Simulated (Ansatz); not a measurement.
# Sn: stress in a strained cell

Sn is deformed so: zz strain of +1 %. What stress and forces result, by LAPW, PAW and all-electron datasets made for the crystal?

Program: Ansatz 0.2.0. Level of theory: DFT PBE, scalar-relativistic. These are calculated values, not measurements.

## 1. The system as given

The structure is cubic, space group Fd-3m (No. 227). Conventional cell: a = 6.491 Å, b = 6.491 Å, c = 6.491 Å, α = 90.00°, β = 90.00°, γ = 90.00°. Sn (site symmetry -43m) has 4 Sn at 2.81 Å as nearest neighbours.

Structure file:

```cif
data_structure
_symmetry_space_group_name_H-M 'P 1'
_symmetry_Int_Tables_number 1
_cell_length_a 4.5900
_cell_length_b 4.5900
_cell_length_c 4.5900
_cell_angle_alpha 60.000
_cell_angle_beta 60.000
_cell_angle_gamma 60.000
_cell_volume 68.38
loop_
_atom_site_label
_atom_site_type_symbol
_atom_site_fract_x
_atom_site_fract_y
_atom_site_fract_z
_atom_site_occupancy
Sn1 Sn 0.50000 0.50000 0.50000 1
Sn2 Sn 0.75000 0.75000 0.75000 1
```

Atoms are numbered in the order of the input: Sn1, Sn2.

## 2. The deformed structure

Space group Fd-3m before, I4_1/amd after.

## 3. LAPW, all electrons

Contents of input.yaml:

```yaml
crystal:
  lattice:
    - [0.0, 3.2456, 3.278056]
    - [3.2456, 0.0, 3.278056]
    - [3.2456, 3.2456, 0.0]
  atoms:
    - { symbol: Sn, position: [0.5, 0.5, 0.5] }
    - { symbol: Sn, position: [0.75, 0.75, 0.75] }
kpoints:
  mp_grid: { grid: [9, 9, 9] }
  band_path:
    path:
      - [0.0, 0.0, 0.0]
      - [0.0, 0.5, 0.5]
      - [0.25, 0.75, 0.5]
      - [0.0, 0.5, 0.0]
      - [0.0, 0.0, 0.0]
      - [0.5, 0.5, 0.0]
      - [0.3725370062, 0.6274629938, 0.0]
      - [-0.3725370062, 0.3725370062, 0.0]
      - [0.0, 0.0, 0.0]
    npoints: 5
scf:
  occupations: { method: fermi_dirac, width: 0.03 }
hamiltonian:
  xc: pbe
  pseudopotentials: { kind: all_electron, lapw: { basis_error: 0.00025 } }
output:
  forces: true
  stress: true
  eigenvalues: true
```

The run is started by

```sh
> ansatz run input.yaml --threads 1 --pin off --max-ram 3072MiB --backend cpu --events-out ev --progress --plain --runs-dir out
```

## 4. PAW with frozen cores

Contents of input.yaml:

```yaml
crystal:
  lattice:
    - [0.0, 3.2456, 3.278056]
    - [3.2456, 0.0, 3.278056]
    - [3.2456, 3.2456, 0.0]
  atoms:
    - { symbol: Sn, position: [0.5, 0.5, 0.5] }
    - { symbol: Sn, position: [0.75, 0.75, 0.75] }
kpoints:
  mp_grid: { grid: [9, 9, 9] }
scf:
  occupations: { method: fermi_dirac, width: 0.03 }
hamiltonian:
  xc: pbe
  pseudopotentials: { kind: paw }
output:
  forces: true
  stress: true
  eigenvalues: true
  efg: { contact_densities: true }
```

## 5. Datasets made for this crystal

input.yaml: that of step 4 with these lines changed.

```diff
@@ -14,3 +14,3 @@
   xc: pbe
-  pseudopotentials: { kind: paw }
+  pseudopotentials: { kind: all_electron, datasets: crystal }
 output:
```

(Steps that only read results are left out.)

What does the calculation give? Wanted: pressure; largest shear or deviatoric stress.

**Answer**, as computed:

| quantity | value |
| --- | --- |
| pressure | LAPW 2.70, PAW 2.70, crystal datasets 2.70 GPa |
| largest shear or deviatoric stress (LAPW) | 0.20 GPa |

The largest part of the stress beyond the pressure is 0.20 GPa in size, in the zz component; the atoms are carried along and not relaxed. No run of the undeformed cell stands beside it, so the pressure holds what the given cell had before the change. PAW: stress within 0.01 GPa of LAPW. Crystal datasets: stress within 0.01 GPa of LAPW.
